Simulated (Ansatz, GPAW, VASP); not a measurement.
One calculation of Rb, 3 ways

```
Rb
1.0
    -2.80250    2.80250    2.80250
     2.80250   -2.80250    2.80250
     2.80250    2.80250   -2.80250
Rb
1
Cartesian
  0.0000 0.0000 0.0000
```

Alike in all runs: task single point; functional PBE; k mesh 7 × 7 × 7; occupations gaussian, width 0.02 eV; no spin polarisation; no spin-orbit coupling. Pressure is positive in compression and, in plane waves, holds the error of the finite cutoff.

```csv
program and potentials,plane-wave cutoff (eV),notes,pressure (GPa)
"GPAW, GPAW PAW data sets (gpaw-data 1.2.1)",600,9 valence electrons an atom on average,0.08
"VASP, PBE PAW files Rb_pv, 500 eV",500,7 valence electrons an atom on average,0.10
"Ansatz, all-electron LAPW, scalar-relativistic",-,-,0.09
```

The pressure spans 0.08 (GPAW, GPAW PAW data sets (gpaw-data 1.2.1)) to 0.10 GPa (VASP, PBE PAW files Rb_pv, 500 eV), with all-electron results at 0.09.

Differences between rows come from potentials, basis sets and numerical settings, since the functional is the same but for its coding. Runs on potential files found faulty are left out.
